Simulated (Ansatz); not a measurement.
# PtTe2: the cost of one run

Program: Ansatz 0.2.0. Level of theory: DFT LDA+U (U = 4 eV, J = 0.5 eV on Pt d), plane waves, PAW, no spin–orbit coupling unless a run says so. These are calculated values, not measurements.

The COD entry's cell or inner coordinates are ideal or old and differ from later refinements, so a difference from it is no clean test against experiment.

**1. The starting structure**

Symmetry: P-3m1, No. 164, trigonal system. The conventional cell has a = 4.018 Å, b = 4.018 Å, c = 5.212 Å, α = 90.00°, β = 90.00°, γ = 120.00°. Te (site symmetry 3m) is surrounded by 3 Pt at 2.66 Å. Around Pt (site symmetry -3m) lie 6 Te at 2.66 Å.

As a file:

```cif
data_structure
_symmetry_space_group_name_H-M 'P-3m1'
_symmetry_Int_Tables_number 164
_cell_length_a 4.0180
_cell_length_b 4.0180
_cell_length_c 5.2120
_cell_angle_alpha 90.000
_cell_angle_beta 90.000
_cell_angle_gamma 120.000
_cell_volume 72.87
loop_
_atom_site_label
_atom_site_type_symbol
_atom_site_symmetry_multiplicity
_atom_site_Wyckoff_symbol
_atom_site_fract_x
_atom_site_fract_y
_atom_site_fract_z
_atom_site_occupancy
Te1 Te 2 d 0.33333 0.66667 0.25000 1
Pt1 Pt 1 a 0.00000 0.00000 0.00000 1
```

**2. Ferromagnetic start, free, symmetry kept, no search**

The input, input.yaml:

```yaml
crystal:
  lattice:
    - [4.01799945, 0.0, 0.0]
    - [-2.00899973, 3.4796896, 0.0]
    - [0.0, 0.0, 10.42399866]
  atoms:
    - { symbol: Te, position: [0.3333333333, 0.6666666667, 0.125] }
    - { symbol: Te, position: [0.6666666667, 0.3333333333, 0.375] }
    - { symbol: Pt, position: [0.0, 0.0, 0.0], spin: 4.0 }
    - { symbol: Te, position: [0.3333333333, 0.6666666667, 0.625] }
    - { symbol: Te, position: [0.6666666667, 0.3333333333, 0.875] }
    - { symbol: Pt, position: [0.0, 0.0, 0.5], spin: 4.0 }
basis:
  ecutwfc: 420
  ecutrho_ratio: 4
kpoints:
  mp_grid: { grid: [6, 6, 2] }
hamiltonian:
  xc: lda
  hubbard:
    sites:
      - { site: 2, l: d, u: 4.0, j: 0.5 }
      - { site: 5, l: d, u: 4.0, j: 0.5 }
scf:
  occupations: { method: gaussian, width: 0.05 }
  lower_state_search: "off"
  max_iter: 150
output:
  forces: true
  stress: true
  eigenvalues: true
  populations: true
  hubbard: { sites: [{ site: 2, l: d }, { site: 5, l: d }] }
magnetization:
  spin_polarized: true
```

The run is started by

```
ansatz run input.yaml --threads 4 --pin off --max-ram 6144MiB --backend cpu --events-out ev --progress --plain --runs-dir out
```

What time and memory should one allow on 4 threads of Intel Xeon at 2.50GHz (Skylake/Cascade Lake), shared host?

About 42 s, with a peak of 0.7 GiB.
